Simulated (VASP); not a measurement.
# SiC (Moissanite 3C): relaxation of cell and atoms with PBEsol+D3

Crystal: SiC (Moissanite 3C).

```
CELL_PARAMETERS angstrom
0.00000 2.17900 2.17900
2.17900 0.00000 2.17900
2.17900 2.17900 0.00000
ATOMIC_POSITIONS crystal
Si 0.00000 0.00000 0.00000
C 0.75000 0.75000 0.75000
```

```yaml
Program: VASP 6.6.1
Task: relaxation of cell and atoms
Functional: PBEsol
Dispersion: D3
Potentials_or_basis: VASP PAW PBE potentials, release 64 (Si, C)
Cutoff: 600 eV
k_mesh: 10 × 10 × 10
Occupations: fermi-dirac, width 0.05 eV
Spin: no spin polarisation
Further_INCAR_settings: ALGO = Normal; EDIFF = 1e-06; IBRION = 2; EDIFFG = -0.02; NSW = 40; ISIF = 3
```

The relaxed volume is 10.28 Å³/atom and the relaxed cell is a = 3.075 Å, b = 3.075 Å, c = 3.075 Å, α = 60.00°, β = 60.00°, γ = 60.00°. The space group after relaxing (to 0.05 Å) is F-43m (No. 216) and the energy gained by relaxing is 0.3 meV/atom. The ionic steps are 3. The pressure after relaxing is 0.0 GPa, the band gap on the k mesh is 1.23 eV, indirect (least direct gap 4.45 eV) and the dispersion energy per atom is -0.116 eV.

The path:
| step | energy change (eV) | largest force (eV/Å) | pressure (GPa) | volume (Å³) |
| --- | --- | --- | --- | --- |
| 1 | 0.0000 | 0.0000 | -1.47 | 20.69 |
| 2 | 0.0001 | 0.0000 | 1.61 | 20.41 |
| 3 | -0.0006 | 0.0000 | 0.01 | 20.55 |

Final structure:
```xyz
2
Lattice="0.0000 2.1742 2.1742 2.1742 0.0000 2.1742 2.1742 2.1742 0.0000" Properties=species:S:1:pos:R:3 pbc="T T T"
Si    0.0000    0.0000    0.0000
C     3.2612    3.2612    3.2612
```

Levels at points of the mesh, in eV from the valence-band top:
```tsv
k point	band 1	band 2	band 3	band 4	band 5	band 6	band 7	band 8
(0.00, 0.00, 0.00)	-15.48	0.00	0.00	0.00	6.26	7.29	7.29	7.29
(0.50, 0.00, 0.00)	-11.85	-8.64	-1.06	-1.06	5.43	7.17	7.17	9.95
(0.50, 0.50, 0.00)	-10.38	-7.85	-3.22	-3.22	1.23	4.22	14.03	14.03
```

It took 17 s on 1 thread of Intel(R) Xeon(R) Platinum 8375C CPU @ 2.90GHz (Ice Lake) (shared host), peak memory 0.16 GiB.

Caveat: the PAW data sets were made with another functional, which shifts forces and pressure a little. A k mesh can miss the band edges.
